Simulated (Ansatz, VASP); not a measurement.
One calculation of Ti3Si, two programs

Contents of INCAR:

```
SYSTEM = Ti3Si
PREC = Accurate
ENCUT = 520
EDIFF = 1E-7
ISMEAR = 0
SIGMA = 0.1
LREAL = .FALSE.
LASPH = .TRUE.
NELM = 80
ALGO = Fast
ISIF = 2
LWAVE = .FALSE.
LCHARG = .FALSE.
GGA = CA
NBANDS = 50
```

The input KPOINTS:

```
Automatic mesh
0
G
  6 6 4
  0 0 0
```

Contents of POSCAR:

```
Ti3Si
1.0
    5.6313135898      0.0000000000      0.0000000000
   -2.8156567949      4.8768606255      0.0000000000
    0.0000000000      0.0000000000      4.5054524700
Ti Si
6 2
Direct
    0.3435999600      0.1717999800      0.7500000000
    0.8282000200      0.1717999800      0.7500000000
    0.8282000200      0.6564000400      0.7500000000
    0.6564000400      0.8282000200      0.2500000000
    0.1717999800      0.8282000200      0.2500000000
    0.1717999800      0.3435999600      0.2500000000
    0.3333333300      0.6666666700      0.7500000000
    0.6666666700      0.3333333300      0.2500000000
```

Input for Ansatz:

```yaml
crystal:
  lattice:
    - [5.6313135898, 0.0, 0.0]
    - [-2.8156567949, 4.8768606255, 0.0]
    - [0.0, 0.0, 4.50545247]
  atoms:
    - { symbol: Ti, position: [0.34359996, 0.17179998, 0.75] }
    - { symbol: Ti, position: [0.82820002, 0.17179998, 0.75] }
    - { symbol: Ti, position: [0.82820002, 0.65640004, 0.75] }
    - { symbol: Ti, position: [0.65640004, 0.82820002, 0.25] }
    - { symbol: Ti, position: [0.17179998, 0.82820002, 0.25] }
    - { symbol: Ti, position: [0.17179998, 0.34359996, 0.25] }
    - { symbol: Si, position: [0.33333333, 0.66666667, 0.75] }
    - { symbol: Si, position: [0.66666667, 0.33333333, 0.25] }
basis:
  ecutwfc: 420
kpoints:
  mp_grid: { grid: [6, 6, 4] }
hamiltonian:
  xc: lda
scf:
  occupations: { method: gaussian, width: 0.1 }
output:
  forces: true
  stress: true
  eigenvalues: true
```

The cell comes from a database or a generator and needn't be the stable form of this composition.

Alike in both runs: task single point; functional LDA; k mesh 6 × 6 × 4; occupations gaussian, width 0.1 eV; no spin polarisation.

|  | VASP | Ansatz |
| --- | --- | --- |
| version | VASP 6.6.1 | Ansatz 0.2.0 |
| potentials or method | VASP PAW LDA potentials, release 64 (Ti_sv, Si) | scalar-relativistic, plane waves, PAW |
| plane-wave cutoff (eV) | 520 | 420 |
| valence electrons in the cell | 80 | 80 |

|  | VASP | Ansatz | Ansatz less VASP |
| --- | --- | --- | --- |
| gap on the k mesh at the Fermi level (eV) | none | none | - |
| pressure (GPa) | -7.5 | -7.6 | -0.10 |
| largest component of the traceless stress (GPa) | 0.20 | 0.23 | +0.029 |
| rms of the force components (eV/Å) | 0.004 | 0.008 | +0.0037 |

Atom by atom the forces differ by 0.004 eV/Å (rms over components). A gap of «none» marks a metal or a gap that the smearing closes.
